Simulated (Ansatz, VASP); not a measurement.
Given: the input of a run of Ansatz 0.2.0 on Rh.

Contents of input.yaml:

```yaml
crystal:
  lattice:
    - [0.0, 1.9228245745, 1.9228245745]
    - [1.9228245745, 0.0, 1.9228245745]
    - [1.9228245745, 1.9228245745, 0.0]
  atoms:
    - { symbol: Rh, position: [0.0, 0.0, 0.0] }
hamiltonian:
  xc: rpbe
  pseudopotentials: { kind: paw_fr }
magnetization:
  noncollinear: true
  spin_orbit: true
kpoints:
  mp_grid: { grid: [12, 12, 12] }
scf:
  occupations: { method: fermi_dirac, width: 0.1 }
output:
  forces: true
  stress: true
  eigenvalues: true
```

Potentials or basis: Ansatz PAW.

Command:

```bash
$ ansatz run input.yaml --threads 1 --pin off --max-ram 2560MiB --backend cpu --events-out ev --progress --plain --runs-dir out
```

Q: Set up the same calculation for VASP 6.6.1. Potentials there: VASP PAW PBE potentials, release 64 (Rh_pv).

A: As run (the cutoff follows the program's own potentials):

Contents of INCAR:

```
SYSTEM = Rh
PREC = Accurate ; ENCUT = 520
EDIFF = 1E-6 ; ISMEAR = -1
SIGMA = 0.1 ; LREAL = .False.
LASPH = .True. ; NELM = 150
ALGO = Normal ; ISIF = 2
LWAVE = .False. ; LCHARG = .False.
LNONCOLLINEAR = .True. ; MAGMOM = 0 0 0
LORBIT = 11 ; LSORBIT = .True.
GGA_COMPAT = .False. ; LORBMOM = .True.
LMAXMIX = 4 ; GGA = RP
NBANDS = 26
```

KPOINTS

```
Automatic mesh
0
Gamma
  12 12 12
  0 0 0
```

POSCAR

```
Rh
1.0
    0.0000000000      1.9228245745      1.9228245745
    1.9228245745      0.0000000000      1.9228245745
    1.9228245745      1.9228245745      0.0000000000
Rh
1
Direct
    0.0000000000      0.0000000000      0.0000000000
```

Potentials or basis: VASP PAW PBE potentials, release 64 (Rh_pv).

The run is started by

```console
$ cat potpaw_PBE.64/Rh_pv/POTCAR > POTCAR
$ mpirun -np 1 vasp_ncl > vasp.out
```

Both were run:

|  | VASP | Ansatz | Ansatz less VASP |
| --- | --- | --- | --- |
| gap on the k mesh at the Fermi level (eV) | none | none | - |
| pressure (GPa) | 2.2 | 2.0 | -0.28 |
| net moment per atom (μB) | 0.00 | 0.00 | 0.000 |

A gap of «none» marks a metal or a gap that the smearing closes. The functional is the same, so the differences come from potentials, cutoffs and numerics. The two sets of potentials don't hold the same shells in valence.

Caveats: the PAW data sets were made with another functional, which shifts forces and pressure a little (VASP); the PAW data sets come from PBE, with cores solved anew for the run's functional, which leaves a small shift of forces and pressure (Ansatz).
